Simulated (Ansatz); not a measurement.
Runs of Ansatz 0.2.0 on C. The structure is hexagonal, space group P6_3/mmc (No. 194). The conventional cell has a = 2.522 Å, b = 2.522 Å, c = 8.237 Å, α = 90.00°, β = 90.00°, γ = 120.00°. C (site symmetry 3m) has 4 C at 1.54 Å as nearest neighbours. C (site symmetry 3m) has 4 C at 1.54 Å as nearest neighbours. This is a hexagonal form of diamond, not graphite.

```csv
task,level,cell,k mesh,points for each segment of the path,gap on the mesh (eV),pressure (GPa),V0 of scaled cells (Å³/atom),relaxed volume (Å³/atom),B0 (GPa),largest force (eV/Å)
band structure,HSE06,as given,8 × 8 × 2,4,5.60,-,-,-,-,(b)
equation of state,revPBE+D4,as given,12 × 12 × 4,-,-,-,5.59,-,448,-
band structure,BLYP,as given,12 × 12 × 4,10,4.75,11.5,-,-,-,0.34
relaxation of cell and atoms,SVWN5,relaxed,12 × 12 × 4,-,4.59,0.0,-,5.51,-,-
relaxation of cell and atoms,LDA,relaxed,12 × 12 × 4,-,4.59,0.0,-,5.51,-,-
equation of state,RPBE+D3(BJ),as given,12 × 12 × 4,-,-,-,5.54,-,453,-
relaxation of cell and atoms,revPBE,relaxed,12 × 12 × 4,-,4.51,0.0,-,5.76,-,-
relaxation of cell and atoms,RPBE+D3(BJ),relaxed,12 × 12 × 4,-,(c),0.0,-,(a),-,-
```

Alike in all rows: potentials or basis Ansatz PAW; no spin polarisation; cutoff (eV) 420; smearing fermi-dirac 0.05 eV.

Fill in the values left out.

(a) 5.54; (b) 0.33; (c) 4.60.

Caveats: the PAW data sets come from PBE, with cores solved anew for the run's functional, which leaves a small shift of forces and pressure; the potentials were made for another functional, which shifts forces and pressure (some runs); the plane-wave basis is chosen anew once the cell has moved, so the energies of steps on either side of that aren't comparable (some runs); the cell was scaled at fixed shape and fractional positions, which overstates the stiffness of a crystal with free parameters, most of all of layers and chains (some runs).

A k mesh can miss the band edges.

Not every run made on this cell is shown here.
